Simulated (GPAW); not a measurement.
Write an ASE script for GPAW 26.7.0 that does the following.

```
Task                : equation of state
Functional          : MS2
Potentials or basis : GPAW PAW data sets (gpaw-data 1.2.1)
Cutoff              : 800 eV
Basis               : pw
k mesh              : 10 × 10 × 10
Occupations         : fermi-dirac, width 0.05 eV
Spin                : no spin polarisation
Maxiter             : 150
Eos scales          : [0.94, 0.96, 0.98, 1.0, 1.02, 1.04, 1.06]
```

The structure of GaN lies in POSCAR:

```
GaN
1.0
    0.0000000000      2.2535006075      2.2535006075
    2.2535006075      0.0000000000      2.2535006075
    2.2535006075      2.2535006075      0.0000000000
Ga N
1 1
Direct
    0.0000000000      0.0000000000      0.0000000000
    0.2500000000      0.2500000000      0.2500000000
```

The cell is a database's computed one.

The input as run:

run.py

```python
from ase.eos import EquationOfState
from ase.io import Trajectory, read
from ase.units import GPa
from gpaw import GPAW, PW

atoms = read('POSCAR')

traj = Trajectory('eos.traj', 'w')
volumes, energies = [], []
for x in [0.94, 0.96, 0.98, 1.0, 1.02, 1.04, 1.06]:
    a = atoms.copy()
    a.set_cell(atoms.cell * x**(1 / 3), scale_atoms=True)
    calc = GPAW(mode=PW(800),
                xc='MGGA_X_MS2+GGA_C_REGTPSS',
                kpts={'size': (10, 10, 10), 'gamma': True},
                occupations={'name': 'fermi-dirac', 'width': 0.05},
                nbands=11,
                convergence={'density': 1e-05, 'energy': 1e-05},
                maxiter=150,
                txt=f'eos-{x:.2f}.txt')
    a.calc = calc
    energies.append(a.get_potential_energy(force_consistent=True))
    volumes.append(a.get_volume())
    p = -a.get_stress()[:3].mean() / GPa
    calc.write(f'eos-{x:.2f}.gpw')
    traj.write(a)
    print(f'{x:.2f} {volumes[-1]:10.4f} A^3 {energies[-1]:14.6f} eV {p:9.3f} GPa', flush=True)

v0, e0, B = EquationOfState(volumes, energies, eos='birchmurnaghan').fit()
print(f'V0 = {v0:.4f} A^3, E0 = {e0:.6f} eV, B0 = {B / GPa:.2f} GPa')
```

Potentials or basis: GPAW PAW data sets (gpaw-data 1.2.1), pw.

Run with:

```bash
$ OMP_NUM_THREADS=1 python run.py
```

Results of the run:

```yaml
Equilibrium_volume: "11.86 Å³/atom (rough: see the caveat)"
Bulk_modulus: 205 GPa (rough)
```

Caveat: the data sets keep Ga 3d, Li 1s and Be 1s frozen, and some such compounds lay over 1.5 % in volume off other programs; the points scatter about the fit; the PAW data sets were made with another functional, which shifts forces and pressure a little.

Run time: 5.6 min on 1 thread of Intel(R) Xeon(R) CPU @ 2.80GHz (Skylake/Cascade Lake), with other jobs on the host, peak memory 0.51 GiB.
